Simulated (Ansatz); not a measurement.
Crystal: EuS.

```
Eu S
1.0
     0.00000    2.97850    2.97850
     2.97850    0.00000    2.97850
     2.97850    2.97850    0.00000
Eu S
1 1
Direct
  0.00000 0.00000 0.00000
  0.50000 0.50000 0.50000
```

```yaml
Program: Ansatz 0.2.0
Task: relaxation of cell and atoms
Functional: RPBE
Dispersion: D4
Potentials_or_basis: Ansatz PAW
Cutoff: "420 eV (not typed: the program's choice for these potentials)"
k_mesh: 8 × 8 × 8
Occupations: fermi-dirac, width 0.05 eV
Spin: collinear spin, ferromagnetic start
Starting_moments: "[7.0, 0.0] μB"
```

At the start: volume 26.42 Å³/atom.

Problem. How do energy, volume and symmetry change on relaxing?

Solution. It ends after 5 steps and the volume is 24.44 Å³/atom (-7.5 %); space group Fm-3m (No. 225, to 0.05 Å); moment 6.97 μB per cell.

The path:
| step | energy change (eV) | largest force (eV/Å) | volume (Å³) |
| --- | --- | --- | --- |
| 1 | 0.0000 | 0.0000 | 52.85 |
| 2 | -0.0441 | 0.0000 | 48.16 |
| 3 | -0.0455 | 0.0000 | 48.99 |
| 4 | -0.0456 | 0.0000 | 48.89 |
| 5 | -0.0442 | 0.0000 | 48.89 |

Final structure:
```
Eu S
1.0
     0.00000    2.90219    2.90219
     2.90219    0.00000    2.90219
     2.90219    2.90219    0.00000
Eu S
1 1
Direct
  0.00000 0.00000 0.00000
  0.50000 0.50000 0.50000
```

Caveat: the plane-wave basis is chosen anew once the cell has moved, so the energies of steps on either side of that aren't comparable; a cell with one magnetic atom can't hold antiferromagnetic order, which such compounds often take; without U or exact exchange the open f shell lies at the Fermi level, which spoils levels, moments and volumes; the PAW data sets come from PBE, with cores solved anew for the run's functional, which leaves a small shift of forces and pressure.
